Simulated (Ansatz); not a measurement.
## Te2Pt (Moncheite) under changes of volume

One of the cells (24.143 Å³/atom); the others are scaled copies at fixed shape and fractional positions:

```
CELL_PARAMETERS angstrom
4.01000 0.00000 0.00000
-2.00500 3.47276 0.00000
0.00000 0.00000 5.20100
ATOMIC_POSITIONS crystal
Pt 0.00000 0.00000 0.00000
Te 0.66667 0.33333 0.75000
Te 0.33333 0.66667 0.25000
```

```yaml
Program: Ansatz 0.2.0
Functional: PBEsol
Potentials_or_basis: Ansatz PAW
Cutoff: "420 eV (not typed: the program's choice for these potentials)"
k_mesh: 8 × 8 × 5
Occupations: fermi-dirac, width 0.05 eV
Spin: no spin polarisation
```

| volume (Å³/atom) | energy over the lowest point (meV/atom) | pressure (GPa) | largest force (eV/Å) |
| --- | --- | --- | --- |
| 22.694 | 85.68 | 13.0 | 1.578 |
| 23.177 | 51.47 | 9.7 | 1.274 |
| 23.660 | 26.76 | 6.7 | 0.995 |
| 24.143 | 10.54 | 4.1 | 0.740 |
| 24.626 | 1.89 | 1.7 | 0.507 |
| 25.108 | 0.00 | -0.4 | 0.293 |
| 25.591 | ? | ? | ? |

Q: What does the run at 25.591 Å³/atom give?

A: Energy over the lowest point 4.13 meV/atom; pressure -2.3 GPa; largest force 0.096 eV/Å.

Worked out: A Birch-Murnaghan fit of order 3 (a polynomial in V^(-2/3)) to the other rows has its minimum at 25.01 Å³/atom with B0 = V·E''(V) = 106 GPa and B' = 4.8 at fixed shape and positions, which overstates the stiffness. It gives 4.14 meV/atom at 25.591 Å³/atom, against the run's 4.13, and -dE/dV = -2.3 GPa, against -2.3.

Energies are extrapolated to zero smearing.

Caveats: the PAW data sets come from PBE, with cores solved anew for the run's functional, which leaves a small shift of forces and pressure; forces of over 1 eV/Å show positions far from the minimum, so gaps and moduli don't describe the material at rest (some runs).
